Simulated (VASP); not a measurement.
Wanted: the native input for a VASP 6.6.1 run.

```
Task                   : relaxation of cell and atoms
Functional             : PBE
Potentials or basis    : VASP PAW PBE potentials, release 64 (Si, O)
Cutoff                 : 600 eV
k mesh                 : 6 × 6 × 4
Occupations            : gaussian, width 0.02 eV
Spin                   : no spin polarisation
Further INCAR settings : ALGO = Normal; EDIFF = 1e-07; IBRION = 2; EDIFFG = -0.004; NSW = 80; ISIF = 3
```

The structure of SiO2 lies in POSCAR:

```
SiO2
1.0
    4.9820000000      0.0000000000      0.0000000000
    0.0000000000      4.9820000000      0.0000000000
    0.0000000000      0.0000000000      6.9630000000
Si O
4 8
Direct
    0.2989700000      0.2989700000      0.0000000000
    0.2010300000      0.7989700000      0.2500000000
    0.7010300000      0.7010300000      0.5000000000
    0.7989700000      0.2010300000      0.7500000000
    0.2398900000      0.1034700000      0.1781300000
    0.3965300000      0.7398900000      0.4281300000
    0.7601100000      0.8965300000      0.6781300000
    0.6034700000      0.2601100000      0.9281300000
    0.7398900000      0.3965300000      0.5718700000
    0.8965300000      0.7601100000      0.3218700000
    0.2601100000      0.6034700000      0.0718700000
    0.1034700000      0.2398900000      0.8218700000
```

The input as run:

INCAR

```
SYSTEM = SiO2
ALGO = Normal
EDIFF = 1E-7
EDIFFG = -0.004
ENCUT = 600
GGA = PE
IBRION = 2
ISIF = 3
ISMEAR = 0
LASPH = .TRUE.
LCHARG = .FALSE.
LREAL = .FALSE.
LWAVE = .FALSE.
NELM = 80
NSW = 80
PREC = Accurate
SIGMA = 0.02
```

KPOINTS

```
k-points
0
G
  6 6 4
  0 0 0
```

Potentials or basis: VASP PAW PBE potentials, release 64 (Si, O).

Launch:

```console
$ cat potpaw_PBE.64/Si/POTCAR potpaw_PBE.64/O/POTCAR > POTCAR
$ mpirun -np 1 vasp_std > vasp.out
```

It gave:

| Property | Result |
| --- | --- |
| Relaxed volume | 15.25 Å³/atom |
| Relaxed cell | a = 5.080 Å, b = 5.080 Å, c = 7.091 Å, α = 90.00°, β = 90.00°, γ = 90.00° |
| Space group after relaxing (to 0.05 Å) | P4_12_12 (No. 92) |
| Energy gained by relaxing | 10.4 meV/atom |
| Ionic steps | 66 |
| Pressure after relaxing | 0.0 GPa |
| Band gap on the k mesh | 5.52 eV, direct |

Wall time 76 min on 1 thread of Intel(R) Xeon(R) Platinum 8488C (Sapphire Rapids), on a shared host, peak memory 0.39 GiB.
